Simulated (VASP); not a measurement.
CdS (Greenockite):

```
Cd S
1.0
     4.15000    0.00000    0.00000
    -2.07500    3.59401    0.00000
     0.00000    0.00000    6.73700
Cd S
2 2
Direct
  0.66667 0.33333 0.50000
  0.33333 0.66667 0.00000
  0.66667 0.33333 0.87500
  0.33333 0.66667 0.37500
```

Base run:

- Program: VASP 6.6.1
- Functional: AM05
- Potentials or basis: VASP PAW PBE potentials, release 64 (Cd, S)
- Cutoff: 520 eV
- k mesh: 7 × 7 × 4
- Occupations: fermi-dirac, width 0.05 eV
- Spin: no spin polarisation

Its results: band gap on the k mesh 1.18 eV, direct; pressure 0.0 GPa; largest force 0.067 eV/Å.

Problem. After a change of settings the same cell gave: band gap on the k mesh 1.62 eV, direct; pressure 0.8 GPa; largest force 0.071 eV/Å. Which change was it?
A. functional from AM05 to rSCAN; further incar settings from ALGO = Normal; EDIFF = 1e-07 to ALGO = Normal; EDIFF = 1e-07; NBANDS = 26
B. functional from AM05 to TPSS; further incar settings from ALGO = Normal; EDIFF = 1e-07 to ALGO = Normal; EDIFF = 1e-06; NBANDS = 26
C. functional from AM05 to HSE03; k mesh from 7 × 7 × 4 to 4 × 4 × 2
D. functional from AM05 to LAK

Solution. A.

Caveats: the PAW data sets were made with another functional, which shifts forces and pressure a little.

Not every run made on this cell is shown here.
